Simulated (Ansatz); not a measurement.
Born–Oppenheimer molecular dynamics of a periodic cell of 16 atoms, Li (start crystal Li, start structure bcc, volume 1.15 times the crystal's). It goes on from the last frame of an earlier run, with new velocities.

All numbers below come from DFT PBE, scalar-relativistic, plane waves, PAW in Ansatz. Settings: accuracy low, cutoff 420 eV, k mesh 2x2x2, fermi-dirac smearing 0.11 eV, no spin polarisation.

- ensemble: NVT, Langevin thermostat
- time step: 1 fs
- steps asked: 360
- set temperature: 1040 K
- friction: 0.02 /fs
- temperature schedule: 270 steps to 300 K, then 90 steps to 300 K
- seed: 638080

Frames 20 fs apart, positions in Å, forces in eV/Å.

Velocities at 20.0 fs (Å/ps):

```
Li 7.68 -23.09 -1.22
Li 15.24 -12.81 -2.73
Li -5.47 7.63 7.53
Li -3.07 6.42 7.49
Li -15.79 8.51 2.74
Li 12.98 1.16 7.83
Li 8.74 4.51 -20.56
Li -2.71 17.88 -14.26
Li 2.34 5.30 -10.52
Li -4.22 -10.60 -12.65
Li -19.74 11.00 -10.36
Li 8.06 -7.09 -3.97
Li 12.93 -10.56 1.72
Li -11.56 -7.08 11.83
Li 7.20 1.70 -10.23
Li -5.88 -12.64 22.88
```

```xyz
16
Lattice="7.3129 0.0000 0.0000 0.0000 7.3129 0.0000 0.0000 0.0000 7.3129" Properties=species:S:1:pos:R:3:forces:R:3 time_fs=20.0 energy_less_start_eV=-0.353 T=961
Li 0.574 0.700 0.077 -0.30 -0.51 -0.12
Li 4.064 -0.227 0.219 -0.71 0.58 0.78
Li 0.275 2.891 1.230 -0.43 0.69 -0.35
Li -0.483 -0.192 4.833 0.13 0.27 0.00
Li 2.166 2.126 2.494 0.40 -0.13 0.62
Li 3.200 4.175 1.244 0.08 0.33 -0.22
Li 3.812 0.076 4.025 0.09 -0.05 0.19
Li 5.788 1.438 2.832 -0.08 -0.06 -0.49
Li -0.609 3.156 4.763 0.35 0.02 0.14
Li 1.585 6.917 2.332 0.29 -0.19 0.12
Li 2.505 1.645 5.819 -0.15 0.30 -0.16
Li 4.479 4.827 3.979 -0.16 -0.41 -0.19
Li 6.859 5.417 2.566 -0.38 -0.17 -0.20
Li 4.984 2.285 6.995 0.17 0.12 -0.05
Li 1.857 5.288 5.329 -0.02 0.01 0.15
Li 5.290 5.638 6.462 0.71 -0.82 -0.21
16
Lattice="7.3129 0.0000 0.0000 0.0000 7.3129 0.0000 0.0000 0.0000 7.3129" Properties=species:S:1:pos:R:3:forces:R:3 time_fs=40.0 energy_less_start_eV=-0.690 T=1224
Li 0.550 0.224 -0.051 -0.28 0.13 0.28
Li 4.276 -0.139 0.420 -0.51 -0.22 0.49
Li 0.047 3.350 1.114 0.26 -0.17 -0.94
Li -0.471 -0.052 4.920 -0.12 0.02 -0.41
Li 1.976 2.275 2.652 0.08 -0.20 0.17
Li 3.218 4.364 1.357 0.12 0.01 -0.19
Li 4.082 0.011 3.838 -0.12 0.03 0.11
Li 5.806 1.829 2.535 -0.05 -0.17 0.14
Li -0.352 3.314 4.783 0.21 -0.16 0.18
Li 1.613 6.677 2.102 0.39 0.12 0.42
Li 2.158 1.700 5.554 0.24 0.09 0.12
Li 4.707 4.623 3.924 -0.37 -0.30 -0.07
Li 6.923 5.162 2.509 -0.39 0.51 0.26
Li 5.035 2.018 7.146 0.14 0.68 -0.53
Li 2.030 5.424 5.415 -0.01 -0.01 0.06
Li 5.390 5.296 6.650 0.43 -0.37 -0.10
16
Lattice="7.3129 0.0000 0.0000 0.0000 7.3129 0.0000 0.0000 0.0000 7.3129" Properties=species:S:1:pos:R:3:forces:R:3 time_fs=60.0 energy_less_start_eV=-0.078 T=860
Li 0.611 0.096 0.052 -0.61 0.31 -0.03
Li 4.378 -0.023 0.598 -0.13 -0.47 0.25
Li -0.300 3.843 0.588 1.25 -0.82 0.07
Li -0.409 0.207 4.927 -0.16 -0.18 -0.29
Li 1.668 2.330 2.824 -0.02 0.00 -0.55
Li 3.091 4.506 1.363 0.23 -0.36 -0.27
Li 4.403 -0.136 3.759 -0.35 0.04 0.07
Li 5.820 2.129 2.608 0.17 -0.21 -0.18
Li -0.062 3.351 4.951 -0.44 0.39 -0.05
Li 1.815 6.659 1.907 0.19 0.09 0.85
Li 1.786 1.796 5.300 0.89 -0.27 0.63
Li 4.667 4.271 3.817 -0.36 -0.09 0.29
Li 6.851 5.182 2.491 -0.06 0.54 0.51
Li 5.166 2.083 6.959 -0.01 0.34 -0.54
Li 2.086 5.650 5.684 0.07 -0.14 -0.07
Li 5.569 4.998 6.796 -0.65 0.82 -0.67
16
Lattice="7.3129 0.0000 0.0000 0.0000 7.3129 0.0000 0.0000 0.0000 7.3129" Properties=species:S:1:pos:R:3:forces:R:3 time_fs=80.0 energy_less_start_eV=-0.549 T=878
Li 0.396 0.467 0.273 -0.39 0.16 0.14
Li 4.182 -0.153 0.710 0.32 0.44 -0.20
Li -0.178 3.878 0.417 1.03 -0.55 0.29
Li -0.462 0.323 4.946 -0.05 -0.08 -0.19
Li 1.591 2.276 2.740 0.04 0.02 -0.41
Li 3.056 4.542 1.296 0.21 -0.61 -0.25
Li 4.501 -0.385 3.533 -0.17 0.11 0.21
Li 5.940 2.429 2.810 0.25 -0.69 -0.59
Li 0.053 3.615 4.885 -0.20 0.36 0.03
Li 2.048 6.674 1.962 -0.49 0.14 0.65
Li 1.869 1.825 5.299 0.64 -0.18 0.48
Li 4.459 3.959 3.859 -0.52 0.40 0.47
Li 6.919 5.327 2.555 -0.11 0.25 0.17
Li 5.222 2.306 6.663 -0.23 -0.16 -0.19
Li 1.982 5.936 5.927 0.10 -0.17 -0.06
Li 5.552 5.232 6.854 -0.42 0.55 -0.56
16
Lattice="7.3129 0.0000 0.0000 0.0000 7.3129 0.0000 0.0000 0.0000 7.3129" Properties=species:S:1:pos:R:3:forces:R:3 time_fs=100.0 energy_less_start_eV=-1.254 T=1043
Li 0.184 0.881 0.373 -0.07 -0.46 0.17
Li 4.102 -0.018 0.768 0.05 0.69 -0.13
Li 0.453 3.537 0.430 -0.09 0.46 -0.21
Li -0.574 0.340 4.936 0.28 0.14 -0.11
Li 1.738 2.213 2.438 0.21 -0.14 0.29
Li 3.178 4.400 1.248 0.37 -0.24 -0.21
Li 4.558 -0.401 3.458 -0.03 0.06 0.36
Li 6.176 2.392 2.776 -0.13 -0.22 -0.23
Li 0.129 4.081 4.816 0.03 -0.10 0.17
Li 2.184 6.559 2.296 -0.74 0.05 0.34
Li 2.000 1.928 5.389 0.17 -0.11 0.17
Li 4.234 3.795 4.234 -0.20 0.35 -0.04
Li 6.943 5.425 2.646 -0.22 0.14 -0.43
Li 5.211 2.395 6.529 -0.02 -0.03 0.07
Li 1.912 6.164 6.182 0.11 -0.13 -0.04
Li 5.526 5.776 6.703 0.28 -0.45 -0.18
16
Lattice="7.3129 0.0000 0.0000 0.0000 7.3129 0.0000 0.0000 0.0000 7.3129" Properties=species:S:1:pos:R:3:forces:R:3 time_fs=120.0 energy_less_start_eV=-1.389 T=1022
Li -0.013 0.869 0.537 0.09 -0.40 -0.01
Li 4.198 0.467 0.786 -0.23 0.07 -0.04
Li 0.832 3.490 0.427 -0.38 0.43 -0.31
Li -0.684 0.418 4.988 0.58 0.44 -0.25
Li 2.026 2.176 2.435 0.09 -0.27 0.21
Li 3.344 4.253 1.093 0.42 0.24 -0.02
Li 4.585 -0.050 3.464 -0.32 -0.07 0.19
Li 6.332 2.274 2.590 -0.24 0.23 0.23
Li 0.149 4.659 4.750 0.14 -0.40 0.16
Li 1.819 6.357 2.715 0.07 0.12 0.04
Li 1.901 2.206 5.350 -0.07 -0.31 0.22
Li 3.873 3.875 4.400 0.15 0.43 -0.28
Li 6.665 5.415 2.417 -0.47 0.08 -0.54
Li 5.119 2.606 6.565 0.26 0.00 0.00
Li 1.851 6.438 6.373 0.18 -0.09 0.01
Li 5.714 5.990 6.466 -0.26 -0.51 0.37
16
Lattice="7.3129 0.0000 0.0000 0.0000 7.3129 0.0000 0.0000 0.0000 7.3129" Properties=species:S:1:pos:R:3:forces:R:3 time_fs=140.0 energy_less_start_eV=-1.600 T=827
Li -0.101 0.712 0.575 0.00 -0.03 0.15
Li 4.124 0.814 0.813 -0.13 -0.18 -0.18
Li 0.815 3.595 0.290 -0.19 0.12 0.06
Li -0.666 0.474 4.990 0.39 0.18 -0.01
Li 2.322 2.048 2.689 -0.20 0.04 -0.28
Li 3.547 4.353 0.831 -0.10 0.12 0.19
Li 4.608 0.124 3.488 -0.42 -0.28 0.12
Li 6.369 2.207 2.646 -0.07 0.42 0.13
Li 0.153 4.689 4.735 -0.22 -0.36 0.11
Li 1.445 6.255 3.087 0.23 0.32 -0.32
Li 1.679 2.177 5.297 0.06 -0.18 0.30
Li 3.652 4.138 4.396 0.16 0.26 -0.05
Li 6.173 5.320 1.939 -0.02 0.05 0.13
Li 5.210 2.776 6.546 0.34 -0.07 -0.21
Li 1.707 6.650 6.483 0.34 -0.27 -0.09
Li 5.638 5.913 6.574 -0.16 -0.14 -0.05
16
Lattice="7.3129 0.0000 0.0000 0.0000 7.3129 0.0000 0.0000 0.0000 7.3129" Properties=species:S:1:pos:R:3:forces:R:3 time_fs=160.0 energy_less_start_eV=-0.916 T=646
Li 0.008 0.500 0.548 -0.24 0.31 0.50
Li 4.334 0.907 0.867 -0.15 -0.14 -0.30
Li 0.609 3.708 0.113 0.04 -0.04 0.26
Li -0.409 0.670 5.105 -0.47 -0.36 -0.22
Li 2.436 1.754 2.861 -0.41 0.42 -0.59
Li 3.682 4.419 0.569 -0.89 -0.43 0.17
Li 4.361 0.208 3.644 0.19 -0.42 0.38
Li 6.274 2.299 2.707 0.02 0.19 0.01
Li 0.077 4.413 4.702 -0.18 -0.05 0.01
Li 1.238 6.341 3.223 0.12 0.16 -0.31
Li 1.599 1.961 5.225 0.48 0.24 0.53
Li 3.601 4.267 4.357 0.06 0.04 0.02
Li 5.764 5.246 1.625 0.59 0.11 1.05
Li 5.487 2.805 6.317 -0.04 -0.12 -0.09
Li 1.660 6.544 6.555 0.57 -0.39 -0.30
Li 5.453 5.780 6.707 0.30 0.48 -1.12
16
Lattice="7.3129 0.0000 0.0000 0.0000 7.3129 0.0000 0.0000 0.0000 7.3129" Properties=species:S:1:pos:R:3:forces:R:3 time_fs=180.0 energy_less_start_eV=-1.347 T=724
Li 0.048 0.378 0.564 -0.05 0.10 0.17
Li 4.406 0.813 0.613 -0.14 -0.06 -0.16
Li 0.433 3.696 0.267 0.23 0.11 0.12
Li -0.359 0.802 5.107 -0.41 -0.59 -0.33
Li 2.375 1.691 2.585 -0.22 0.29 -0.38
Li 3.478 4.456 0.579 -0.39 -0.36 -0.05
Li 4.205 0.007 3.920 0.13 0.04 0.09
Li 6.209 2.445 2.587 -0.13 -0.17 0.08
Li -0.108 4.206 4.600 0.27 0.31 -0.20
Li 1.010 6.486 3.316 0.11 -0.09 -0.24
Li 1.735 1.917 5.114 0.49 0.32 0.53
Li 3.581 4.373 4.320 0.00 -0.18 -0.06
Li 5.534 5.317 1.768 0.45 0.25 0.39
Li 5.844 2.720 6.113 -0.86 0.04 0.32
Li 1.885 6.424 6.259 0.20 -0.15 -0.13
Li 5.335 5.782 6.250 0.31 0.14 -0.12
16
Lattice="7.3129 0.0000 0.0000 0.0000 7.3129 0.0000 0.0000 0.0000 7.3129" Properties=species:S:1:pos:R:3:forces:R:3 time_fs=200.0 energy_less_start_eV=-1.577 T=643
Li -0.056 0.495 0.681 0.14 -0.19 -0.24
Li 4.400 0.738 0.219 -0.21 -0.08 0.00
Li 0.488 3.685 0.520 -0.08 0.19 -0.24
Li -0.485 0.670 4.994 0.03 0.00 -0.07
Li 2.161 1.768 2.236 0.01 0.06 0.11
Li 3.234 4.481 0.687 0.20 -0.08 -0.01
Li 4.110 -0.067 4.063 0.00 0.45 -0.25
Li 6.232 2.393 2.482 -0.40 -0.17 0.17
Li -0.123 4.089 4.391 0.43 0.14 -0.06
Li 0.944 6.421 3.409 0.26 -0.04 -0.39
Li 2.136 2.064 5.250 -0.07 0.01 0.30
Li 3.611 4.524 4.408 -0.23 -0.46 -0.37
Li 5.587 5.486 2.091 0.12 0.10 0.03
Li 5.712 2.813 6.066 -0.49 -0.07 0.30
Li 2.084 6.393 6.055 -0.16 -0.01 0.17
Li 5.350 5.686 5.847 0.44 0.15 0.57
16
Lattice="7.3129 0.0000 0.0000 0.0000 7.3129 0.0000 0.0000 0.0000 7.3129" Properties=species:S:1:pos:R:3:forces:R:3 time_fs=220.0 energy_less_start_eV=-1.529 T=580
Li -0.166 0.468 0.598 0.19 -0.21 -0.23
Li 4.329 0.611 0.002 -0.07 -0.15 0.31
Li 0.479 3.616 0.471 -0.29 0.29 -0.27
Li -0.586 0.435 4.806 0.04 0.40 0.28
Li 2.000 1.923 2.011 0.19 -0.20 0.33
Li 3.143 4.533 0.814 0.31 0.04 0.00
Li 4.023 0.185 4.153 0.03 0.13 -0.28
Li 6.157 2.194 2.542 -0.42 0.03 0.02
Li 0.012 4.014 4.238 0.24 -0.26 0.26
Li 0.931 6.316 3.448 0.63 0.11 -0.47
Li 2.442 2.202 5.497 -0.35 -0.01 0.16
Li 3.579 4.533 4.328 -0.19 -0.18 -0.33
Li 5.778 5.609 2.391 -0.21 0.05 -0.18
Li 5.386 2.752 6.171 -0.01 -0.04 -0.04
Li 2.225 6.582 6.118 -0.35 -0.24 0.05
Li 5.449 5.516 5.795 0.24 0.25 0.40
16
Lattice="7.3129 0.0000 0.0000 0.0000 7.3129 0.0000 0.0000 0.0000 7.3129" Properties=species:S:1:pos:R:3:forces:R:3 time_fs=240.0 energy_less_start_eV=-1.581 T=501
Li -0.021 0.388 0.282 -0.14 -0.01 0.21
Li 4.338 0.422 0.136 0.02 -0.10 0.36
Li 0.268 3.458 0.273 -0.04 0.32 -0.11
Li -0.686 0.301 4.881 0.31 0.43 -0.03
Li 1.899 1.872 1.944 0.24 -0.14 0.25
Li 3.123 4.671 0.927 0.13 -0.09 0.00
Li 4.021 0.440 4.032 -0.20 -0.25 -0.03
Li 5.925 1.915 2.510 -0.10 0.22 -0.10
Li 0.290 3.831 4.233 -0.11 -0.30 0.21
Li 1.249 6.159 3.457 0.16 0.45 -0.37
Li 2.703 2.159 5.693 -0.77 0.06 0.09
Li 3.420 4.541 4.126 0.24 -0.15 0.04
Li 5.845 5.845 2.524 -0.10 -0.07 -0.22
Li 5.137 2.628 6.173 0.40 0.11 -0.07
Li 2.083 6.670 6.329 0.00 -0.34 -0.33
Li 5.498 5.558 5.954 -0.05 -0.17 0.09
```

Of the whole run (360 fs, mean temperature of the second half 486 K): The schedule's set-point averaged 362 K over the second half and the system 486 K, so it lags behind the ramp. A run of 0.36 ps of so small a system gives no equilibrium averages. Limits of this set-up: coarse k mesh, low accuracy level.

The run took 24 min on 1 thread of Arm Neoverse V1 (shared host), peak memory 0.61 GiB.
